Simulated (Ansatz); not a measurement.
# BN: the cost of one run

Computed with Ansatz 0.2.0 (DFT PBEsol, scalar-relativistic, plane waves, PAW, unless a step's input says otherwise).

8 further runs of the same task are left out: 8 set aside as unsound or not needed.

## Step 1: The structure to begin with

It takes space group P6_3/mmc (No. 194, hexagonal). Conventional cell: a = 2.504 Å, b = 2.504 Å, c = 7.034 Å, α = 90.00°, β = 90.00°, γ = 120.00°. Around B (site symmetry -6m2) lie 3 N at 1.45 Å. N (site symmetry -6m2) has 3 B at 1.45 Å as nearest neighbours.

As a file:

```cif
data_structure
_symmetry_space_group_name_H-M 'P 1'
_symmetry_Int_Tables_number 1
_cell_length_a 2.5038
_cell_length_b 2.5038
_cell_length_c 7.0341
_cell_angle_alpha 90.000
_cell_angle_beta 90.000
_cell_angle_gamma 120.000
_cell_volume 38.19
loop_
_atom_site_label
_atom_site_type_symbol
_atom_site_fract_x
_atom_site_fract_y
_atom_site_fract_z
_atom_site_occupancy
B1 B 0.33333 0.66667 0.25000 1
B2 B 0.66667 0.33333 0.75000 1
N1 N 0.33333 0.66667 0.75000 1
N2 N 0.66667 0.33333 0.25000 1
```

This cell was relaxed beforehand with the same method: volume 9.55 Å³/atom, gap on the mesh 4.27 eV.

## Step 2: What is varied

The energy is mapped over two normal modes frozen in (zone-centre modes of the cell shown, which folds in the wave vector (0, 1/2, 0) of the primitive cell).

- amplitude of mode 11 (611 cm⁻¹), largest displacement: 11 values from −0.137 to 0.137 Å
- amplitude of mode 13 (754 cm⁻¹), largest displacement: 11 values from −0.087 to 0.087 Å

Nothing else is relaxed (the cell and all other modes fixed). Energies count from the relaxed high-symmetry cell. Points are written as (first, second).

The modes come from a phonon run on the reference cell, made beforehand.

The patterns, per unit of each coordinate (Å):

```csv
atom,x1,y1,z1,x2,y2,z2
B1,0.000,0.000,1.000,0.000,0.000,1.000
B2,0.000,0.000,-1.000,0.000,0.000,1.000
B3,0.000,0.000,1.000,0.000,0.000,1.000
B4,0.000,0.000,-1.000,0.000,0.000,1.000
N5,0.000,0.000,-0.241,0.000,0.000,-0.772
N6,0.000,0.000,0.241,0.000,0.000,-0.772
N7,0.000,0.000,-0.241,0.000,0.000,-0.772
N8,0.000,0.000,0.241,0.000,0.000,-0.772
```

## Step 3: Point (−0.137 Å, −0.017 Å)

Contents of input.yaml:

```yaml
crystal:
  lattice:
    - [2.5037762076, 0.0, 0.0]
    - [0.0, 4.3366676023, 0.0]
    - [0.0, 0.0, 7.0340970058]
  atoms:
    - { symbol: B, position: [0.0, 0.3333333333, 0.2280497767] }
    - { symbol: B, position: [0.5, 0.8333333333, 0.2670028932] }
    - { symbol: B, position: [0.5, 0.1666666667, 0.7280497767] }
    - { symbol: B, position: [1.0, 0.6666666667, 0.7670028932] }
    - { symbol: "N", position: [0.0, 0.3333333333, 0.756604909] }
    - { symbol: "N", position: [0.5, 0.8333333333, 0.7472132275] }
    - { symbol: "N", position: [0.5, 0.1666666667, 0.256604909] }
    - { symbol: "N", position: [1.0, 0.6666666667, 0.2472132275] }
basis:
  ecutwfc: 520.0
kpoints:
  mp_grid: { grid: [10, 6, 4] }
hamiltonian:
  xc: pbesol
  pseudopotentials: { kind: paw, azcp: { folder: soft_1 } }
scf:
  occupations: { method: gaussian, width: 0.05 }
output:
  forces: true
  stress: true
  eigenvalues: true
  write_density: true
  write_potential: true
  elf: true
  volumetric_format: npy
```

The run is started by

```sh
$ ansatz run input.yaml --threads 2 --pin off --max-ram 4096MiB --backend cpu --events-out ev --progress --plain --runs-dir out
```

Q: Estimate wall time and peak memory on 2 threads of Arm Neoverse N1, shared host.

About 21 s, with a peak of 0.4 GiB.
